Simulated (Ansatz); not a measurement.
GeTe (alpha-GeTe type, space group R3m)

```yaml
crystal:
  lattice:
    - [2.11331, 1.22012, 3.63992]
    - [-2.11331, 1.22012, 3.63992]
    - [0.00000, -2.44024, 3.63992]
  atoms:
    - { symbol: Ge, position: [0.23423, 0.23423, 0.23423] }
    - { symbol: Te, position: [0.76577, 0.76577, 0.76577] }
```

The relaxed cell is deformed in two ways at once: its volume V is scaled, and at that volume it is stretched along z (the c axis of the conventional cell) so that c/a changes. Fractional atomic positions are held.

The numbers are results of PBE (plane waves to 420 eV, PAW, scalar-relativistic; Ansatz, an electronic-structure program), not measurements. k mesh 10×10×10 (Γ-centred), Fermi-Dirac smearing 0.05 eV. Stress and pressure are positive under compression. As the atoms are clamped, bonds stretch with the cell, which overstates energies and stresses. As the smearing reaches across the gap at some points, the response to shear is sensitive to the k mesh, so small differences along c/a are uncertain. GeTe was relaxed with its symmetry unable to fall. Spin-orbit coupling is left out, though Te is heavy.

At one point of the scan the stress tensor (GPa) is:

```
    0.2      0.0      0.0
    0.0      0.2      0.0
    0.0      0.0     -2.6
```

Question: Which point is it?
A. V/V₀ = 0.987, (c/a)/(c/a)₀ = 1.053
B. V/V₀ = 1.040, (c/a)/(c/a)₀ = 1.027
C. V/V₀ = 0.960, (c/a)/(c/a)₀ = 1.080
D. V/V₀ = 1.027, (c/a)/(c/a)₀ = 1.080

Answer: D, V/V₀ = 1.027, (c/a)/(c/a)₀ = 1.080

(Under strain, the slope of the energy per volume gives the stress and its curvature an elastic modulus.)
